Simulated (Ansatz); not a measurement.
AgCl (zincblende), relaxed with r2SCAN in Ansatz 0.2.0. The symmetry is F-43m (No. 216, cubic); conventional cell a = 5.987 Å, 26.82 Å³ an atom. Ag is surrounded by 4 Cl at 2.59 Å; Cl is surrounded by 4 Ag at 2.59 Å.

The axes x, y and z are those of this cell:
```xyz
2
Lattice="0.0000 2.9933 2.9933 2.9933 0.0000 2.9933 2.9933 2.9933 0.0000" Properties=species:S:1:pos:R:3 pbc="T T T"
Ag    0.0000    0.0000    0.0000
Cl    1.4966    1.4966    1.4966
```

Unstrained: With PBE the gap is 1.252 eV and direct, at Γ. r2SCAN gives a direct gap of 1.647 eV at Γ. With HSE06 the gap is 2.712 eV and direct, at Γ. Meshes: PBE 8×8×8, r2SCAN 8×8×8, HSE06 6×6×6. Strains are changes of length per length, and xy shears are angles. After each strain the atoms were relaxed again with r2SCAN within the symmetry that the strain leaves, so tilts or polar shifts that break it weren't tested; points keep the names that they have in the unstrained zone. Values at 0 K without nuclear motion; spin polarisation is off, and the phase may be a hypothetical one.

Q: Estimate what xy shear, engineering strain (angle) -4.18 % does to the gap.

A: PBE: the gap goes from 1.252 to 1.216 eV (-0.036 eV); with r2SCAN the top three valence levels at Γ, degenerate before, become 1+1+1 from the top over 92 meV. r2SCAN: the gap goes from 1.647 to 1.610 eV (-0.037 eV). HSE06: the gap goes from 2.712 to 2.673 eV (-0.039 eV). The r2SCAN energy rises by 0.3 meV an atom.

The runs are scalar-relativistic, without spin-orbit coupling.

The meshes of the hybrids are coarse, so their gaps aren't converged to the digits shown.

The splittings at Γ are without spin-orbit coupling, which regroups them where it is of like size or larger.
